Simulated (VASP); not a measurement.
Crystal: HfS2.

```
Hf S
1.0
     3.63966    0.00000    0.00000
    -1.81983    3.15204    0.00000
     0.00000    0.00000    6.05556
Hf S
1 2
Direct
  0.00000 0.00000 0.00000
  0.66667 0.33333 0.76395
  0.33333 0.66667 0.23605
```

The cell is a database's computed one.

- Program: VASP 6.6.1
- Task: relaxation of cell and atoms
- Functional: PBE
- Potentials or basis: VASP PAW PBE potentials, release 64 (Hf, S)
- Cutoff: 300 eV
- k mesh: 5 × 5 × 3
- Occupations: gaussian, width 0.03 eV
- Spin: no spin polarisation

At the start: pressure 0.9 GPa; volume 23.16 Å³/atom.

How do energy, volume and symmetry change on relaxing?

Over 11 steps the energy falls by 2.3 meV/atom and the volume is 24.16 Å³/atom (+4.3 %); space group P-3m1 (No. 164, to 0.05 Å).

Step by step:
```csv
step,energy change (eV),largest force (eV/Å),pressure (GPa),volume (Å³)
1,0.0000,0.1115,0.91,69.47
2,0.0009,0.2099,-1.19,70.80
3,-0.0023,0.0364,-0.08,70.08
4,-0.0031,0.0487,0.01,70.10
5,-0.0035,0.0656,0.11,70.14
6,-0.0036,0.0693,0.13,70.14
7,-0.0043,0.0650,0.09,70.38
8,-0.0058,0.0533,-0.02,71.10
9,-0.0069,0.0268,-0.19,72.55
10,-0.0028,0.2042,1.31,72.08
11,-0.0070,0.0018,-0.01,72.49
```

Final structure:
```yaml
crystal:
  lattice:
    - [3.64083, 0.00000, 0.00000]
    - [-1.82041, 3.15305, 0.00000]
    - [0.00000, 0.00000, 6.31447]
  atoms:
    - { symbol: Hf, position: [0.00000, 0.00000, 0.00000] }
    - { symbol: S, position: [0.66667, 0.33333, 0.77189] }
    - { symbol: S, position: [0.33333, 0.66667, 0.22811] }
```

Caveat: the cutoff is under 1.25 times the usual one of these potentials, so pressure, stress and relaxed cells hold a basis-set (Pulay) error; this functional lacks dispersion, which binds the layers, so the pressure and a relaxed spacing across them are unreliable.
